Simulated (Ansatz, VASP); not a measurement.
Given: the input of a run of Ansatz 0.2.0 on BN.

File input.yaml:

```yaml
crystal:
  lattice:
    - [0.0, 1.813001, 1.813001]
    - [1.813001, 0.0, 1.813001]
    - [1.813001, 1.813001, 0.0]
  atoms:
    - { symbol: "N", position: [0.25, 0.25, 0.25] }
    - { symbol: B, position: [0.0, 0.0, 0.0] }
hamiltonian:
  xc: lda
  pseudopotentials: { kind: paw }
kpoints:
  mp_grid: { grid: [13, 13, 13] }
scf:
  occupations: { method: fixed }
output:
  eigenvalues: true
dielectric:
  method: response
```

Potentials or basis: Ansatz PAW.

The run is started by

```bash
$ ansatz run input.yaml --threads 2 --pin off --max-ram 5632MiB --backend cpu --events-out ev --progress --plain --runs-dir out
```

Task: Translate it to VASP 6.6.1. Potentials there: VASP PAW LDA potentials, release 64 (N, B).

Result: As run (the cutoff follows the program's own potentials):

INCAR

```
  PREC = Accurate
  ENCUT = 520
  EDIFF = 1E-8
  ISMEAR = -1
  SIGMA = 0.05
  LREAL = False
  LASPH = True
  NELM = 100
  ALGO = Normal
  ISIF = 2
  LWAVE = False
  LCHARG = False
  GGA = CA
  LEPSILON = True
  IBRION = 8
```

The input KPOINTS:

```
Automatic mesh
0
Gamma
  13 13 13
```

File POSCAR:

```
BN
1.0
    0.0000000000      1.8130010000      1.8130010000
    1.8130010000      0.0000000000      1.8130010000
    1.8130010000      1.8130010000      0.0000000000
N B
1 1
Direct
    0.2500000000      0.2500000000      0.2500000000
    0.0000000000      0.0000000000      0.0000000000
```

Potentials or basis: VASP PAW LDA potentials, release 64 (N, B).

Command:

```sh
$ cat potpaw_LDA.64/N/POTCAR potpaw_LDA.64/B/POTCAR > POTCAR
$ mpirun -np 1 vasp_std > vasp.out
```

Both were run:

|  | VASP | Ansatz | Ansatz less VASP |
| --- | --- | --- | --- |
| gap on the k mesh at the Fermi level (eV) | 4.41 | 4.42 | +0.017 |
| least direct gap on the mesh (eV) | 8.64 | 8.65 | +0.014 |
| mean electronic dielectric constant | 4.60 | 4.60 | +0.002 |
| mean Born charge of the atom that differs most (e) | -1.89 | -1.90 | -0.005 |

Caveats: an odd mesh through Γ misses points on the zone boundary, where band edges often lie (VASP); odd divisions of the mesh miss points on the zone boundary, where band edges often lie, so the gap on the mesh can be too wide (Ansatz). LDA gaps usually lie below the measured ones, often by a third to a half.
